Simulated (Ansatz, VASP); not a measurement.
# H in VASP and in Ansatz

```
H
1.0
     1.73096   -2.86827    0.00000
     1.73096    2.86827    0.00000
     0.00000    0.00000    6.47161
H
4
Direct
  0.56781 0.43219 0.99951
  0.43219 0.56781 0.00049
  0.43219 0.56781 0.49951
  0.56781 0.43219 0.50049
```

Change from the starting cell: strain +0.050 along x and y, +0.025 along z, atoms carried along.

Alike in both runs: task single point; functional LDA; k mesh 8 × 8 × 4; occupations gaussian, width 0.05 eV; no spin polarisation.

```csv
,VASP,Ansatz
version,VASP 6.6.1,Ansatz 0.2.0
potentials or method,"VASP PAW LDA potentials, release 64 (H)","scalar-relativistic, plane waves, PAW"
plane-wave cutoff (eV),520,420
valence electrons in the cell,4,4
```

```csv
,VASP,Ansatz,Ansatz less VASP
gap on the k mesh at the Fermi level (eV),7.61,7.62,+0.005
least direct gap on the mesh (eV),7.61,7.62,+0.004
pressure (GPa),-0.9,-0.8,+0.12
largest component of the traceless stress (GPa),0.90,0.93,+0.030
rms of the force components (eV/Å),0.159,0.169,+0.0101
```

Atom by atom the forces differ by 0.010 eV/Å (rms over components).

A k mesh can miss the band edges.
